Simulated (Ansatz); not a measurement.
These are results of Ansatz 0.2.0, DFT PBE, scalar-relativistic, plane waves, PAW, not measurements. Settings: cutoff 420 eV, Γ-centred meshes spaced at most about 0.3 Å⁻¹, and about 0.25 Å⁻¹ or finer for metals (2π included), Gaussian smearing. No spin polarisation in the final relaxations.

Temperature and zero-point effects are left out.

Two forms of Sb were relaxed alike.

A. Space group P6_3/mmc (No. 194), hexagonal, a = 4.151 Å, c = 4.054 Å. Around Sb lie 6 Sb at 3.14 Å.

B. Space group Im-3m (No. 229), cubic, a = 5.954 Å. Sb is surrounded by 4 Sb at 2.98 Å.

Question: Which is lower in energy, and by how much?

Answer: A is lower, by 0.40 eV/atom. A has space group P6_3/mmc (No. 194), 30.2 Å³/atom and no gap on its mesh; B has space group Im-3m (No. 229), 35.2 Å³/atom and no gap. Counting all near atoms (those within 1.25 times the shortest such distance or 1.15 times the sum of covalent radii, 1.27 where that leaves under three), A has Sb 6 and B has Sb 4. The denser one is the lower, and pressure would at first widen the difference. Both come from invented guesses. The part of the Crystallography Open Database at hand lists Sb in space groups No. 139, 166, 194, 221, 225 and others; sharing a group (Im-3m and P6_3/mmc) doesn't make a cell the listed structure.

Spin–orbit coupling, which can matter for Sb, is left out. Cells relaxed within their symmetry can be saddle points.
